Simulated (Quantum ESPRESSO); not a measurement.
**Au in Quantum ESPRESSO: the effect of target pressure**

The system is Au.

```
CELL_PARAMETERS angstrom
-1.65727 1.65727 1.65727
1.65727 -1.65727 1.65727
1.65727 1.65727 -1.65727
ATOMIC_POSITIONS crystal
Au 0.00000 0.00000 0.00000
```

This isn't the form of Au at room conditions, which is fcc.

Alike in all runs:

- Program: Quantum ESPRESSO 7.5
- Task: relaxation of cell and atoms
- Functional: PBEsol
- Potentials or basis: GBRV 1.5 PBEsol
- Cutoff: 707 eV
- Density cutoff: 5633 eV
- k mesh: 11 × 11 × 11
- Occupations: fermi-dirac, width 0.05 eV
- Spin: no spin polarisation

Each run relaxes the cell or the atoms first.

Question: One run gave: relaxed volume 16.21 Å³/atom. Which target pressure did it use?
A. 10 GPa
B. 20 GPa
C. 5 GPa
D. 30 GPa
E. 2 GPa

Answer: A.

```tsv
target pressure	relaxed volume (Å³/atom)
0 GPa	17.05
2 GPa	16.86
5 GPa	16.59
10 GPa	16.21
20 GPa	15.59
30 GPa	15.08
```

Caveats: the volume moved by over 15 % at a fixed basis, so the end points are rough (some runs).
